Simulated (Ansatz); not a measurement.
**Is this Hf2C5 stable against decomposition?**

All numbers below come from DFT PBE, scalar-relativistic, plane waves, PAW in Ansatz. All cells share a 420 eV cutoff and Γ-centred k meshes spaced about 0.3 Å⁻¹ or finer (0.25 for metals, 2π included). No spin polarisation.

Energies over the elements count from the elements' standard structures at the same level, with no fitted energy shifts.

These are static total energies at zero pressure. Spin–orbit coupling, which can matter for Hf, is left out. The reference form of C is held partly by dispersion forces, which this level lacks.

The competitors are the elements and 1 reference phase of this chemical system (from databases or known types: HfC), relaxed at the same level; other known phases may be missing.

The candidate was reached from: Ta2O5 type (C2).

```cif
data_structure
_symmetry_space_group_name_H-M 'P 1'
_symmetry_Int_Tables_number 1
_cell_length_a 3.3604
_cell_length_b 3.3604
_cell_length_c 7.5429
_cell_angle_alpha 97.348
_cell_angle_beta 97.348
_cell_angle_gamma 88.007
_cell_volume 83.77
loop_
_atom_site_label
_atom_site_type_symbol
_atom_site_fract_x
_atom_site_fract_y
_atom_site_fract_z
_atom_site_occupancy
Hf1 Hf 0.16885 0.40317 0.14470 1
Hf2 Hf 0.59683 0.83115 0.85530 1
C1 C 0.11033 0.34377 0.84944 1
C2 C 0.65623 0.88967 0.15056 1
C3 C 0.80816 0.09489 0.32363 1
C4 C 0.90511 0.19184 0.67637 1
C5 C 0.86348 0.13652 0.50000 1
```

Task: Where does it stand against these competitors?

Result: Not stable. Its formation energy is 0.041 eV/atom. The lowest competing mixture at this composition is this:

| phase | space group | source | share of atoms | ΔE_f (eV/atom) |
| --- | --- | --- | --- | --- |
| C | - | element | 0.4286 | -0.0002 |
| HfC | Fm-3m (No. 225) | COD | 0.5714 | -0.918 |

The lowest database cell of C (-0.0002) lies slightly below the reference, hence the non-zero entry.

The mixture lies at -0.525 eV/atom, and the candidate lies 0.57 eV/atom above it. The candidate matches no cell in the subsets of the Crystallography Open Database and the Materials Project at hand. The margin is far too high for a likely synthesis. It holds C–C units of three or more atoms (shortest 1.31 Å).
